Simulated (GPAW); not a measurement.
The system is ScAl3.

```xyz
4
Lattice="4.0878 0.0000 0.0000 0.0000 4.0878 0.0000 0.0000 0.0000 4.0878" Properties=species:S:1:pos:R:3 pbc="T T T"
Sc    0.0000    0.0000    0.0000
Al    2.0439    2.0439    0.0000
Al    0.0000    2.0439    2.0439
Al    2.0439    0.0000    2.0439
```

The cell is a database's computed one.

| Item | Value |
| --- | --- |
| Program | GPAW 26.7.0 |
| Task | relaxation of cell and atoms |
| Functional | PBE |
| Dispersion | D3(BJ) |
| Potentials or basis | GPAW PAW data sets (gpaw-data 1.2.1) |
| Cutoff | 600 eV |
| Basis | pw |
| k mesh | 7 × 7 × 7 |
| Occupations | fermi-dirac, width 0.05 eV |
| Spin | no spin polarisation |

At the start: pressure -2.6 GPa; volume 17.08 Å³/atom.

**Question.** Where does the relaxation end?

**Answer.** Over 3 steps the energy falls by 3.9 meV/atom and the volume is 16.59 Å³/atom (-2.9 %); space group Pm-3m (No. 221, to 0.05 Å).

Step by step:
| step | energy change (eV) | largest force (eV/Å) | pressure (GPa) | volume (Å³) |
| --- | --- | --- | --- | --- |
| 1 | 0.0000 | 0.0000 | -2.56 | 68.31 |
| 2 | -0.0030 | 0.0000 | -2.31 | 68.11 |
| 3 | -0.0157 | 0.0000 | 0.07 | 66.34 |

Final structure:
```
Sc Al
1.0
     4.04821    0.00000    0.00000
     0.00000    4.04821    0.00000
     0.00000    0.00000    4.04821
Sc Al
1 3
Cartesian
  0.0000 0.0000 0.0000
  2.0241 2.0241 0.0000
  0.0000 2.0241 2.0241
  2.0241 0.0000 2.0241
```

Caveat: later steps reuse the first step's grids; pairwise dispersion overbinds metals, which lowers pressure and volume.
